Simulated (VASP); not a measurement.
Set up this calculation in VASP 6.6.1, as the native input.

- Task: single point
- Functional: PBE
- Potentials or basis: VASP PAW PBE potentials, release 64 (Sn_d)
- Cutoff: 520 eV
- k mesh: 6 × 6 × 4
- Occupations: gaussian, width 0.05 eV
- Spin: no spin polarisation
- Dipole correction: no
- Further INCAR settings: ALGO = Fast; EDIFF = 1e-07; NBANDS = 21

The structure of Sn lies in POSCAR:

```
Sn
1.0
    3.3823591050      0.0000000000      0.0000000000
   -1.6911795525      2.9292089097      0.0000000000
    0.0000000000      0.0000000000      5.5477476936
Sn
2
Direct
    0.3333333333      0.6666666667      0.7500000000
    0.6666666667      0.3333333333      0.2500000000
```

The cell was built by a generator and needn't be a form met in nature.

One way to write it, as run:

INCAR

```
SYSTEM = Sn
PREC = Accurate ; ENCUT = 520
EDIFF = 1E-7 ; ISMEAR = 0
SIGMA = 0.05 ; LREAL = .False.
LASPH = .True. ; NELM = 100
ALGO = Fast ; ISIF = 2
LWAVE = .False. ; LCHARG = .False.
GGA = PE ; NBANDS = 21
```

KPOINTS

```
Automatic mesh
0
Gamma
  6 6 4
  0 0 0
```

Potentials or basis: VASP PAW PBE potentials, release 64 (Sn_d).

Launch:

```console
$ cat potpaw_PBE.64/Sn_d/POTCAR > POTCAR
$ mpirun -np 1 vasp_std > vasp.out
```

Results of the run:

- Pressure: 0.0 GPa
- Band gap on the k mesh: none (metal or under the smearing width)

It took 16 s on 1 thread of Intel(R) Xeon(R) Platinum 8488C (Sapphire Rapids) (shared host), peak memory 0.17 GiB.
